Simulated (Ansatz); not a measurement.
## Si, space group I4_1/amd: a comparison of functionals at one structure

Program: Ansatz 0.2.0, Python API.

`si_xc.py`
```python
# -*- coding: utf-8 -*-
import ansatz as az
from ase import Atoms
from tabulate import tabulate

atoms = Atoms(
    ["Si", "Si"],
    scaled_positions=[
        [0.25, 0.75, 0.5],
        [0.5, 0.5, 0.0],
    ],
    cell=[
        [-2.371372, 2.371372, 1.329265],
        [2.371372, -2.371372, 1.329265],
        [2.371372, 2.371372, -1.329265],
    ],
    pbc=True,
)
si = az.Crystal.from_ase(atoms)

model = si.calculation().occupations("fermi_dirac", width=0.15).kpoints(13).stress()

rows = []
for value in ["rpbe", "blyp", "pbe", "revpbe"]:
    summary = model.functional(value).run().report
    rows.append((value, summary["free_energy_ev"] / len(summary["lattice"]["sites"]), summary["n_iterations"], sum(summary["stress_gpa"][i][i] for i in range(3)) / 3, summary["n_kpoints"]))

print(tabulate(rows, headers=["functional", "F/atom (eV)", "iterations", "P (GPa)", "k-points"], floatfmt=".4f", tablefmt="simple"))
```

Running `python si_xc.py` prints:
```text
DeckWarning: basis.ecutwfc = 420 eV, auto-derived from the records' recommended cutoffs: set by Si (normal level)
functional      F/atom (eV)    iterations    P (GPa)    k-points
------------  -------------  ------------  ---------  ----------
rpbe              -638.5850             6     4.8976         196
blyp              -638.8405             6    10.3708         196
pbe               -635.5306             6     3.3707         196
revpbe            -637.7268             6     4.5140         196
```
(Warnings from the package without file and line.)

From lowest to highest: PBE (3.4 GPa), revPBE (4.5 GPa), RPBE (4.9 GPa) and BLYP (10.4 GPa). At a fixed cell a lower pressure usually means a smaller equilibrium volume, so PBE prefers the smallest cell and BLYP the largest.

Caveats:
- BLYP can be off by several per cent in the lattices of metals, and by several GPa in the pressure at a fixed cell.
- A Fermi-Dirac width this large means warm electrons, whose thermal share enters the free energy.
- Pressure is positive in compression.
- This isn't the structure that Si takes at ambient conditions.
- Total energies of different functionals can't be compared; pressures, moments and gaps at this one structure can.
- Processor time in the engine: 9.9 s on 1 thread of Intel(R) Xeon(R) Processor @ 2.30GHz, with other jobs on the host, peak memory 0.52 GiB.
